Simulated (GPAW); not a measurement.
# AgCl (Chlorargyrite) (Fm-3m) in GPAW: a series of runs

The runs below take AgCl (Chlorargyrite) through relaxation of cell and atoms, with PBEsol.

All numbers are computed with GPAW 26.7.0; they aren't measurements. Logs are shortened: lines on timing, memory, paths and dates and some standing lists are left out, and cuts for length are marked. The log counts tension as positive stress, the text compression.

**1. Starting point**

The structure is cubic, space group Fm-3m (No. 225). Conventional cell: a = 5.470 Å, b = 5.470 Å, c = 5.470 Å, α = 90.00°, β = 90.00°, γ = 90.00°. Ag (site symmetry m-3m) is surrounded by 6 Cl at 2.73 Å. Around Cl (site symmetry m-3m) lie 6 Ag at 2.73 Å.

**2. Relaxation of cell and atoms, PBEsol**

run.py reads:

```python
from ase import Atoms
from ase.filters import FrechetCellFilter
from ase.io import write
from ase.optimize import BFGS
from gpaw import GPAW, PW, setup_paths

setup_paths.insert(0, '.')

atoms = Atoms(['Ag', 'Cl'],
              cell=[[0.0, 2.735, 2.735],
                    [2.735, 0.0, 2.735],
                    [2.735, 2.735, 0.0]],
              scaled_positions=[[0.0, 0.0, 0.0],
                                [0.5, 0.5, 0.5]],
              pbc=True)

calc = GPAW(mode=PW(600),
            xc='PBEsol',
            kpts={'size': (8, 8, 8), 'gamma': True},
            occupations={'name': 'fermi-dirac', 'width': 0.05},
            nbands=23,
            convergence={'density': 1e-05, 'forces': 0.0001},
            maxiter=150,
            txt='gpaw.txt')
atoms.calc = calc
opt = BFGS(FrechetCellFilter(atoms), trajectory='relax.traj', logfile='-')
done = opt.run(fmax=0.02, steps=60)
calc.write('gs.gpw')
write('result.traj', atoms)
print('Converged:', done)
print('Cell:', atoms.cell.cellpar().round(4))
print('Volume:', round(atoms.get_volume(), 4))
print(atoms.get_scaled_positions().round(5))
```

Potentials or basis: PAW data sets generated in the run's folder for this functional, pw.

On the command line:

```console
> gpaw-setup -f PBEsol Ag Cl
> OMP_NUM_THREADS=1 python run.py
```

gpaw.txt:

```text
__  _  _
 | _ |_)|_||  |
 |__||  | ||/\| - 26.7.0

Input parameters:
  mode=PW(ecut=600.0),
  convergence={'density': 1e-05, 'forces': 0.0001},
  kpts=MonkhorstPack(size=(8, 8, 8), gamma=True),
  maxiter=150,
  nbands=23,
  occupations=Occupations(name='fermi-dirac', width=0.05),
  xc=XC(name='PBEsol')

Diagonalizing LCAO Hamiltonian
Converting LCAO to pw mode

                Cl

       Ag

Atoms  # Å, Bohr magnetons
|   | symbol |        x |        y |        z |    initial magnetic moments |
|---|--------|----------|----------|----------|-----------------------------|
| 0 |     Ag | 0.000000 | 0.000000 | 0.000000 | ( 0.0000,  0.0000,  0.0000) |
| 1 |     Cl | 2.735000 | 2.735000 | 2.735000 | ( 0.0000,  0.0000,  0.0000) |

Unit cell  # Å
| periodic |        x |        y |        z |  lengths |    angles |
|----------|----------|----------|----------|----------|-----------|
|      yes | 0.000000 | 2.735000 | 2.735000 | 3.867874 | 60.000000 |
|      yes | 2.735000 | 0.000000 | 2.735000 | 3.867874 | 60.000000 |
|      yes | 2.735000 | 2.735000 | 0.000000 | 3.867874 | 60.000000 |

Number of symmetries: 48
Symmetry operations  # r_c * U_cc + t_c -> r_c
|    | kind |            matrix            |
|----|------|------------------------------|
|  0 |  σ   |  1, 0, 0,  1, 0,-1,  1,-1, 0 |
|  1 |  C2  |  1, 0, 0,  1,-1, 0,  1, 0,-1 |
|  2 |  E   |  1, 0, 0,  0, 1, 0,  0, 0, 1 |
|  3 |  σ   |  1, 0, 0,  0, 0, 1,  0, 1, 0 |
|  4 |  C4  |  1, 0,-1,  1, 0, 0,  1,-1, 0 |
|  5 |  S6  |  1, 0,-1,  1,-1, 0,  1, 0, 0 |
|  6 |  σ   |  1, 0,-1,  0, 1,-1,  0, 0,-1 |
|  7 |  C3  |  1, 0,-1,  0, 0,-1,  0, 1,-1 |
|  8 |  S6  |  1,-1, 0,  1, 0, 0,  1, 0,-1 |
|  9 |  C4  |  1,-1, 0,  1, 0,-1,  1, 0, 0 |
| 10 |  C3  |  1,-1, 0,  0,-1, 1,  0,-1, 0 |
| 11 |  σ   |  1,-1, 0,  0,-1, 0,  0,-1, 1 |
| 12 |  σ   |  0, 1, 0,  1, 0, 0,  0, 0, 1 |
| 13 |  C4  |  0, 1, 0,  0, 1,-1, -1, 1, 0 |
| 14 |  C3  |  0, 1, 0,  0, 0, 1,  1, 0, 0 |
| 15 |  S6  |  0, 1, 0, -1, 1, 0,  0, 1,-1 |
| 16 |  C2  |  0, 1,-1,  1, 0,-1,  0, 0,-1 |
| 17 |  σ   |  0, 1,-1,  0, 1, 0, -1, 1, 0 |
| 18 |  S4  |  0, 1,-1,  0, 0,-1,  1, 0,-1 |
| 19 |  C4  |  0, 1,-1, -1, 1, 0,  0, 1, 0 |
| 20 |  C3  |  0, 0, 1,  1, 0, 0,  0, 1, 0 |
| 21 |  σ   |  0, 0, 1,  0, 1, 0,  1, 0, 0 |
| 22 |  S6  |  0, 0, 1,  0,-1, 1, -1, 0, 1 |
| 23 |  C4  |  0, 0, 1, -1, 0, 1,  0,-1, 1 |
| 24 |  S4  |  0, 0,-1,  1, 0,-1,  0, 1,-1 |
| 25 |  C3  |  0, 0,-1,  0, 1,-1,  1, 0,-1 |
| 26 |  C2  |  0, 0,-1,  0,-1, 0, -1, 0, 0 |
| 27 |  S6  |  0, 0,-1, -1, 0, 0,  0,-1, 0 |
| 28 |  S4  |  0,-1, 1,  1,-1, 0,  0,-1, 0 |
| 29 |  C4  |  0,-1, 1,  0, 0, 1, -1, 0, 1 |
| 30 |  C2  |  0,-1, 1,  0,-1, 0,  1,-1, 0 |
| 31 |  σ   |  0,-1, 1, -1, 0, 1,  0, 0, 1 |
| 32 |  C3  |  0,-1, 0,  1,-1, 0,  0,-1, 1 |
| 33 |  S6  |  0,-1, 0,  0, 0,-1, -1, 0, 0 |
[... 181 lines left out ...]
| band index |      eig [eV] | occ [0-2] |
|------------|---------------|-----------|
|          0 |       -48.891 |     2.000 |
|        ... |               |           |
|          4 |         1.818 |     2.000 |
|          5 |         1.818 |     2.000 |
|          6 |         1.818 |     2.000 |
|          7 |         1.861 |     2.000 |
|          8 |         1.861 |     2.000 |
|          9 |         1.950 |     2.000 |
[... 8 lines left out ...]
|         18 |        17.921 |     0.000 |
|         19 |        17.921 |     0.000 |
|        ... |               |           |
|         22 |        24.516 |     0.000 |

Gap: 0.704 eV
Transition (v -> c):
  (s=0, k=28, n=11, [0.50, 0.50, 0.50]) -> (s=0, k=0, n=12, [0.00, 0.00, 0.00])
Direct/indirect transitions are different
Direct gap: 3.173 eV
Transition at: (s=0, k=2, n=11, [0.12, 0.12, 0.12])

Stress tensor  # eV/Ang^3
|         x |         y |         z |
|-----------|-----------|-----------|
|  0.003632 | -0.000000 | -0.000000 |
| -0.000000 |  0.003632 | -0.000000 |
| -0.000000 | -0.000000 |  0.003632 |

Forces  # eV/Ang
|       x |       y |       z |
|---------|---------|---------|
| 0.00000 | 0.00000 | 0.00000 |  # Ag   0
| 0.00000 | 0.00000 | 0.00000 |  # Cl   1

Interpolating wave functions to new cell

                Cl

       Ag

Atoms  # Å, Bohr magnetons
|   | symbol |        x |        y |        z |    initial magnetic moments |
|---|--------|----------|----------|----------|-----------------------------|
| 0 |     Ag | 0.000000 | 0.000000 | 0.000000 | ( 0.0000,  0.0000,  0.0000) |
| 1 |     Cl | 2.733549 | 2.733549 | 2.733549 | ( 0.0000,  0.0000,  0.0000) |

Unit cell  # Å
| periodic |        x |         y |         z |  lengths |    angles |
|----------|----------|-----------|-----------|----------|-----------|
|      yes | 0.000000 |  2.733549 |  2.733549 | 3.865822 | 60.000000 |
|      yes | 2.733549 | -0.000000 |  2.733549 | 3.865822 | 60.000000 |
|      yes | 2.733549 |  2.733549 | -0.000000 | 3.865822 | 60.000000 |

Number of symmetries: 48
Symmetry operations  # r_c * U_cc + t_c -> r_c
|    | kind |            matrix            |
|----|------|------------------------------|
|  0 |  σ   |  1, 0, 0,  1, 0,-1,  1,-1, 0 |
|  1 |  C2  |  1, 0, 0,  1,-1, 0,  1, 0,-1 |
|  2 |  E   |  1, 0, 0,  0, 1, 0,  0, 0, 1 |
|  3 |  σ   |  1, 0, 0,  0, 0, 1,  0, 1, 0 |
|  4 |  C4  |  1, 0,-1,  1, 0, 0,  1,-1, 0 |
|  5 |  S6  |  1, 0,-1,  1,-1, 0,  1, 0, 0 |
|  6 |  σ   |  1, 0,-1,  0, 1,-1,  0, 0,-1 |
|  7 |  C3  |  1, 0,-1,  0, 0,-1,  0, 1,-1 |
|  8 |  S6  |  1,-1, 0,  1, 0, 0,  1, 0,-1 |
|  9 |  C4  |  1,-1, 0,  1, 0,-1,  1, 0, 0 |
| 10 |  C3  |  1,-1, 0,  0,-1, 1,  0,-1, 0 |
| 11 |  σ   |  1,-1, 0,  0,-1, 0,  0,-1, 1 |
| 12 |  σ   |  0, 1, 0,  1, 0, 0,  0, 0, 1 |
| 13 |  C4  |  0, 1, 0,  0, 1,-1, -1, 1, 0 |
| 14 |  C3  |  0, 1, 0,  0, 0, 1,  1, 0, 0 |
| 15 |  S6  |  0, 1, 0, -1, 1, 0,  0, 1,-1 |
| 16 |  C2  |  0, 1,-1,  1, 0,-1,  0, 0,-1 |
| 17 |  σ   |  0, 1,-1,  0, 1, 0, -1, 1, 0 |
| 18 |  S4  |  0, 1,-1,  0, 0,-1,  1, 0,-1 |
| 19 |  C4  |  0, 1,-1, -1, 1, 0,  0, 1, 0 |
| 20 |  C3  |  0, 0, 1,  1, 0, 0,  0, 1, 0 |
| 21 |  σ   |  0, 0, 1,  0, 1, 0,  1, 0, 0 |
| 22 |  S6  |  0, 0, 1,  0,-1, 1, -1, 0, 1 |
| 23 |  C4  |  0, 0, 1, -1, 0, 1,  0,-1, 1 |
| 24 |  S4  |  0, 0,-1,  1, 0,-1,  0, 1,-1 |
| 25 |  C3  |  0, 0,-1,  0, 1,-1,  1, 0,-1 |
| 26 |  C2  |  0, 0,-1,  0,-1, 0, -1, 0, 0 |
| 27 |  S6  |  0, 0,-1, -1, 0, 0,  0,-1, 0 |
| 28 |  S4  |  0,-1, 1,  1,-1, 0,  0,-1, 0 |
| 29 |  C4  |  0,-1, 1,  0, 0, 1, -1, 0, 1 |
| 30 |  C2  |  0,-1, 1,  0,-1, 0,  1,-1, 0 |
| 31 |  σ   |  0,-1, 1, -1, 0, 1,  0, 0, 1 |
| 32 |  C3  |  0,-1, 0,  1,-1, 0,  0,-1, 1 |
| 33 |  S6  |  0,-1, 0,  0, 0,-1, -1, 0, 0 |
[... 179 lines left out ...]
| band index |      eig [eV] | occ [0-2] |
|------------|---------------|-----------|
|          0 |       -48.875 |     2.000 |
|        ... |               |           |
|          4 |         1.832 |     2.000 |
|          5 |         1.832 |     2.000 |
|          6 |         1.832 |     2.000 |
|          7 |         1.876 |     2.000 |
|          8 |         1.876 |     2.000 |
|          9 |         1.965 |     2.000 |
[... 8 lines left out ...]
|         18 |        17.953 |     0.000 |
|         19 |        17.953 |     0.000 |
|        ... |               |           |
|         22 |        24.558 |     0.000 |

Gap: 0.704 eV
Transition (v -> c):
  (s=0, k=28, n=11, [0.50, 0.50, 0.50]) -> (s=0, k=0, n=12, [0.00, 0.00, 0.00])
Direct/indirect transitions are different
Direct gap: 3.178 eV
Transition at: (s=0, k=2, n=11, [0.12, 0.12, 0.12])

Stress tensor  # eV/Ang^3
|         x |         y |        z |
|-----------|-----------|----------|
|  0.003096 | -0.000000 | 0.000000 |
| -0.000000 |  0.003096 | 0.000000 |
|  0.000000 |  0.000000 | 0.003096 |

Forces  # eV/Ang
|        x |        y |       z |
|----------|----------|---------|
| -0.00000 | -0.00000 | 0.00000 |  # Ag   0
|  0.00000 |  0.00000 | 0.00000 |  # Cl   1

Interpolating wave functions to new cell

                Cl

       Ag

Atoms  # Å, Bohr magnetons
|   | symbol |         x |        y |        z |    initial magnetic moments |
|---|--------|-----------|----------|----------|-----------------------------|
| 0 |     Ag | -0.000000 | 0.000000 | 0.000000 | ( 0.0000,  0.0000,  0.0000) |
| 1 |     Cl |  2.725280 | 2.725280 | 2.725280 | ( 0.0000,  0.0000,  0.0000) |

Unit cell  # Å
| periodic |        x |        y |        z |  lengths |    angles |
|----------|----------|----------|----------|----------|-----------|
|      yes | 0.000000 | 2.725280 | 2.725280 | 3.854128 | 60.000000 |
|      yes | 2.725280 | 0.000000 | 2.725280 | 3.854128 | 60.000000 |
|      yes | 2.725280 | 2.725280 | 0.000000 | 3.854128 | 60.000000 |

Number of symmetries: 48
Symmetry operations  # r_c * U_cc + t_c -> r_c
|    | kind |            matrix            |
|----|------|------------------------------|
|  0 |  σ   |  1, 0, 0,  1, 0,-1,  1,-1, 0 |
|  1 |  C2  |  1, 0, 0,  1,-1, 0,  1, 0,-1 |
|  2 |  E   |  1, 0, 0,  0, 1, 0,  0, 0, 1 |
|  3 |  σ   |  1, 0, 0,  0, 0, 1,  0, 1, 0 |
|  4 |  C4  |  1, 0,-1,  1, 0, 0,  1,-1, 0 |
|  5 |  S6  |  1, 0,-1,  1,-1, 0,  1, 0, 0 |
|  6 |  σ   |  1, 0,-1,  0, 1,-1,  0, 0,-1 |
|  7 |  C3  |  1, 0,-1,  0, 0,-1,  0, 1,-1 |
|  8 |  S6  |  1,-1, 0,  1, 0, 0,  1, 0,-1 |
|  9 |  C4  |  1,-1, 0,  1, 0,-1,  1, 0, 0 |
| 10 |  C3  |  1,-1, 0,  0,-1, 1,  0,-1, 0 |
| 11 |  σ   |  1,-1, 0,  0,-1, 0,  0,-1, 1 |
| 12 |  σ   |  0, 1, 0,  1, 0, 0,  0, 0, 1 |
| 13 |  C4  |  0, 1, 0,  0, 1,-1, -1, 1, 0 |
| 14 |  C3  |  0, 1, 0,  0, 0, 1,  1, 0, 0 |
| 15 |  S6  |  0, 1, 0, -1, 1, 0,  0, 1,-1 |
| 16 |  C2  |  0, 1,-1,  1, 0,-1,  0, 0,-1 |
| 17 |  σ   |  0, 1,-1,  0, 1, 0, -1, 1, 0 |
| 18 |  S4  |  0, 1,-1,  0, 0,-1,  1, 0,-1 |
| 19 |  C4  |  0, 1,-1, -1, 1, 0,  0, 1, 0 |
| 20 |  C3  |  0, 0, 1,  1, 0, 0,  0, 1, 0 |
| 21 |  σ   |  0, 0, 1,  0, 1, 0,  1, 0, 0 |
| 22 |  S6  |  0, 0, 1,  0,-1, 1, -1, 0, 1 |
| 23 |  C4  |  0, 0, 1, -1, 0, 1,  0,-1, 1 |
| 24 |  S4  |  0, 0,-1,  1, 0,-1,  0, 1,-1 |
| 25 |  C3  |  0, 0,-1,  0, 1,-1,  1, 0,-1 |
| 26 |  C2  |  0, 0,-1,  0,-1, 0, -1, 0, 0 |
| 27 |  S6  |  0, 0,-1, -1, 0, 0,  0,-1, 0 |
| 28 |  S4  |  0,-1, 1,  1,-1, 0,  0,-1, 0 |
| 29 |  C4  |  0,-1, 1,  0, 0, 1, -1, 0, 1 |
| 30 |  C2  |  0,-1, 1,  0,-1, 0,  1,-1, 0 |
| 31 |  σ   |  0,-1, 1, -1, 0, 1,  0, 0, 1 |
| 32 |  C3  |  0,-1, 0,  1,-1, 0,  0,-1, 1 |
| 33 |  S6  |  0,-1, 0,  0, 0,-1, -1, 0, 0 |
[... 180 lines left out ...]
| band index |      eig [eV] | occ [0-2] |
|------------|---------------|-----------|
|          0 |       -48.784 |     2.000 |
|        ... |               |           |
|          4 |         1.914 |     2.000 |
|          5 |         1.914 |     2.000 |
|          6 |         1.914 |     2.000 |
|          7 |         1.959 |     2.000 |
|          8 |         1.959 |     2.000 |
|          9 |         2.050 |     2.000 |
[... 8 lines left out ...]
|         18 |        18.112 |     0.000 |
|         19 |        18.132 |     0.000 |
|        ... |               |           |
|         22 |        24.799 |     0.000 |

Gap: 0.703 eV
Transition (v -> c):
  (s=0, k=28, n=11, [0.50, 0.50, 0.50]) -> (s=0, k=0, n=12, [0.00, 0.00, 0.00])
Direct/indirect transitions are different
Direct gap: 3.211 eV
Transition at: (s=0, k=2, n=11, [0.12, 0.12, 0.12])

Stress tensor  # eV/Ang^3
|         x |         y |         z |
|-----------|-----------|-----------|
| -0.000055 | -0.000000 |  0.000000 |
| -0.000000 | -0.000055 |  0.000000 |
|  0.000000 |  0.000000 | -0.000055 |

Forces  # eV/Ang
|       x |        y |       z |
|---------|----------|---------|
| 0.00000 |  0.00000 | 0.00000 |  # Ag   0
| 0.00000 | -0.00000 | 0.00000 |  # Cl   1

# Writing to gs.gpw (mode='')
```

Run time: 65 s. Hardware: 1 thread of AMD EPYC 7R43 (Zen 3), shared host; peak memory 0.19 GiB.

Results:

| Property | Result |
| --- | --- |
| Free energy | -6.1564 eV |
| Relaxed volume | 20.24 Å³/atom |
| Relaxed cell | a = 3.854 Å, b = 3.854 Å, c = 3.854 Å, α = 60.00°, β = 60.00°, γ = 60.00° |
| Space group after relaxing (to 0.05 Å) | Fm-3m (No. 225) |
| Energy gained by relaxing | 0.3 meV/atom |
| Ionic steps | 3 |
| Pressure after relaxing | 0.0 GPa |
| Band gap on the k mesh | 0.70 eV, indirect (least direct gap 3.21 eV) |

The path:
```tsv
step	energy change (eV)	largest force (eV/Å)	pressure (GPa)	volume (Å³)
1	0.0000	0.0000	-0.58	40.92
2	-0.0002	0.0000	-0.50	40.85
3	-0.0005	0.0000	0.01	40.48
```

Final structure:
```cif
data_structure
_symmetry_space_group_name_H-M 'P 1'
_symmetry_Int_Tables_number 1
_cell_length_a 3.8541
_cell_length_b 3.8541
_cell_length_c 3.8541
_cell_angle_alpha 60.000
_cell_angle_beta 60.000
_cell_angle_gamma 60.000
_cell_volume 40.48
loop_
_atom_site_label
_atom_site_type_symbol
_atom_site_fract_x
_atom_site_fract_y
_atom_site_fract_z
_atom_site_occupancy
Ag1 Ag 0.00000 0.00000 0.00000 1
Cl1 Cl 0.50000 0.50000 0.50000 1
```

Caveat: later steps reuse the first step's grids.

**3. Relaxation of cell and atoms, PBEsol, target pressure 2 GPa, at which the enthalpy is minimised**

run.py: that of step 2 with these lines changed.

```diff
@@ -4,2 +4,3 @@
 from ase.optimize import BFGS
+from ase.units import GPa
 from gpaw import GPAW, PW, setup_paths
@@ -25,3 +26,3 @@
 atoms.calc = calc
-opt = BFGS(FrechetCellFilter(atoms), trajectory='relax.traj', logfile='-')
+opt = BFGS(FrechetCellFilter(atoms, scalar_pressure=2 * GPa), trajectory='relax.traj', logfile='-')
 done = opt.run(fmax=0.02, steps=60)
```

Potentials or basis: PAW data sets generated in the run's folder for this functional, pw.

On the command line:

```console
> gpaw-setup -f PBEsol Ag Cl
> OMP_NUM_THREADS=1 python run.py
```

gpaw.txt:

```text
__  _  _
 | _ |_)|_||  |
 |__||  | ||/\| - 26.7.0

Input parameters:
  mode=PW(ecut=600.0),
  convergence={'density': 1e-05, 'forces': 0.0001},
  kpts=MonkhorstPack(size=(8, 8, 8), gamma=True),
  maxiter=150,
  nbands=23,
  occupations=Occupations(name='fermi-dirac', width=0.05),
  xc=XC(name='PBEsol')

Diagonalizing LCAO Hamiltonian
Converting LCAO to pw mode

                Cl

       Ag

Atoms  # Å, Bohr magnetons
|   | symbol |        x |        y |        z |    initial magnetic moments |
|---|--------|----------|----------|----------|-----------------------------|
| 0 |     Ag | 0.000000 | 0.000000 | 0.000000 | ( 0.0000,  0.0000,  0.0000) |
| 1 |     Cl | 2.735000 | 2.735000 | 2.735000 | ( 0.0000,  0.0000,  0.0000) |

Unit cell  # Å
[... 833 lines left out ...]
       Ag

Atoms  # Å, Bohr magnetons
|   | symbol |         x |         y |         z |    initial magnetic moments |
|---|--------|-----------|-----------|-----------|-----------------------------|
| 0 |     Ag | -0.000000 | -0.000000 | -0.000000 | ( 0.0000,  0.0000,  0.0000) |
| 1 |     Cl |  2.696365 |  2.696365 |  2.696365 | ( 0.0000,  0.0000,  0.0000) |

Unit cell  # Å
| periodic |        x |         y |        z |  lengths |    angles |
|----------|----------|-----------|----------|----------|-----------|
|      yes | 0.000000 |  2.696365 | 2.696365 | 3.813235 | 60.000000 |
|      yes | 2.696365 | -0.000000 | 2.696365 | 3.813235 | 60.000000 |
|      yes | 2.696365 |  2.696365 | 0.000000 | 3.813235 | 60.000000 |

Number of symmetries: 48
Symmetry operations  # r_c * U_cc + t_c -> r_c
|    | kind |            matrix            |
|----|------|------------------------------|
|  0 |  σ   |  1, 0, 0,  1, 0,-1,  1,-1, 0 |
|  1 |  C2  |  1, 0, 0,  1,-1, 0,  1, 0,-1 |
|  2 |  E   |  1, 0, 0,  0, 1, 0,  0, 0, 1 |
|  3 |  σ   |  1, 0, 0,  0, 0, 1,  0, 1, 0 |
|  4 |  C4  |  1, 0,-1,  1, 0, 0,  1,-1, 0 |
|  5 |  S6  |  1, 0,-1,  1,-1, 0,  1, 0, 0 |
|  6 |  σ   |  1, 0,-1,  0, 1,-1,  0, 0,-1 |
|  7 |  C3  |  1, 0,-1,  0, 0,-1,  0, 1,-1 |
|  8 |  S6  |  1,-1, 0,  1, 0, 0,  1, 0,-1 |
[... 234 lines left out ...]
Stress tensor  # eV/Ang^3
|         x |         y |         z |
|-----------|-----------|-----------|
| -0.012425 |  0.000000 | -0.000000 |
|  0.000000 | -0.012425 |  0.000000 |
| -0.000000 |  0.000000 | -0.012425 |

Forces  # eV/Ang
|        x |       y |        z |
|----------|---------|----------|
| -0.00000 | 0.00000 |  0.00000 |  # Ag   0
|  0.00000 | 0.00000 | -0.00000 |  # Cl   1

# Writing to gs.gpw (mode='')
```

stdout:

```text
Step          Energy          fmax
BFGS:    0       -5.645088        0.329692
BFGS:    1       -5.649212        0.278305
BFGS:    2       -5.658358        0.020673
BFGS:    3       -5.658477        0.001145
Converged: True
Cell: [ 3.8132  3.8132  3.8132 60.     60.     60.    ]
Volume: 39.2072
[[0.  0.  0. ]
 [0.5 0.5 0.5]]
```

It took 82 s on 1 thread of AMD EPYC 7R43 (Zen 3), shared host; peak memory 0.2 GiB.

Results:

```yaml
Free_energy: -6.1479 eV
Relaxed_volume: 19.60 Å³/atom
Relaxed_cell: a = 3.813 Å, b = 3.813 Å, c = 3.813 Å, α = 60.00°, β = 60.00°, γ = 60.00°
Space_group_after_relaxing_to_0.05_Å: Fm-3m (No. 225)
Energy_change_on_relaxing_the_enthalpy_is_what_falls: +4.0 meV/atom
Ionic_steps: 4
Pressure_after_relaxing: 2.0 GPa
Band_gap_on_the_k_mesh: 0.70 eV, indirect (least direct gap 3.33 eV)
```

The path:
```
step  energy change (eV)  largest force (eV/Å)  pressure (GPa)  volume (Å³)
   1              0.0000                0.0000           -0.58        40.92
   2             -0.0005                0.0000           -0.19        40.63
   3              0.0094                0.0000            2.17        39.10
   4              0.0080                0.0000            1.99        39.21
```

Final structure:
```
Ag Cl
1.0
     0.00000    2.69636    2.69636
     2.69636    0.00000    2.69636
     2.69636    2.69636    0.00000
Ag Cl
1 1
Direct
  0.00000 0.00000 0.00000
  0.50000 0.50000 0.50000
```

Caveat: later steps reuse the first step's grids. A k mesh can miss the band edges.
